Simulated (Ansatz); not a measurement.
# CrCuO2: the cost of one run

Program: Ansatz 0.2.0. Level of theory: DFT PBE+U (U_eff = 3.7 eV on Cr 3d, 4 eV on Cu 3d), scalar-relativistic, plane waves, PAW. These are calculated values, not measurements.

### Step 1. The structure to begin with

Symmetry: R-3m, No. 166, trigonal system. The conventional cell has a = 3.037 Å, b = 3.037 Å, c = 17.248 Å, α = 90.00°, β = 90.00°, γ = 120.00°. Cr (site symmetry -3m) is surrounded by 6 O at 2.02 Å. Cu (site symmetry -3m) has 2 O at 1.88 Å as nearest neighbours. O (site symmetry 3m) is surrounded by 1 Cu at 1.88 Å and 3 Cr at 2.02 Å.

Structure file:

```xyz
4
Lattice="1.5186 0.8768 5.7495 -1.5186 0.8768 5.7495 0.0000 -1.7535 5.7495" Properties=species:S:1:pos:R:3 pbc="T T T"
Cr    0.0000    0.0000    8.6242
Cu    0.0000    0.0000    0.0000
O     0.0000    0.0000    1.8766
O     0.0000    0.0000   15.3718
```

An earlier run at PBE+U (U_eff = 3.7 eV on Cr 3d, 4 eV on Cu 3d) left this cell at 11.483 Å³/atom and -0.03 GPa (10×10×10 mesh).

### Step 2. Coarse mesh, to find the state of the open shells

File input.yaml:

```yaml
crystal:
  lattice:
    - [1.5186164666, 0.8767736258, 5.7494745724]
    - [-1.5186164666, 0.8767736258, 5.7494745724]
    - [0.0, -1.7535472516, 5.7494745724]
  atoms:
    - { symbol: Cr, position: [0.5, 0.5, 0.5], spin: 4.0 }
    - { symbol: Cu, position: [0.0, 0.0, 0.0], spin: -1.0 }
    - { symbol: O, position: [0.1087997125, 0.1087997125, 0.1087997125] }
    - { symbol: O, position: [0.8912002875, 0.8912002875, 0.8912002875] }
basis:
  ecutwfc: 420
  ecutrho_ratio: 4
kpoints:
  mp_grid: { grid: [5, 5, 5] }
hamiltonian:
  xc: pbe
  hubbard:
    sites:
      - { species: Cr, l: d, u_eff: 3.7 }
      - { species: Cu, l: d, u_eff: 4.0 }
scf:
  occupations: { method: gaussian, width: 0.05 }
output:
  forces: true
  stress: true
  eigenvalues: true
  populations: true
  hubbard: { sites: [{ species: Cr, l: d }, { species: Cu, l: d }] }
magnetization:
  spin_polarized: true
```

The run is started by

```sh
> ansatz run input.yaml --threads 4 --pin off --max-ram 10240MiB --backend cpu --events-out ev --progress --plain --runs-dir out
```

**Question.** How long does this run take on 4 threads of Intel Xeon Platinum 8488C (Sapphire Rapids), shared host, and how much memory does it need?

About 2.5 s, with a peak of 0.45 GiB.
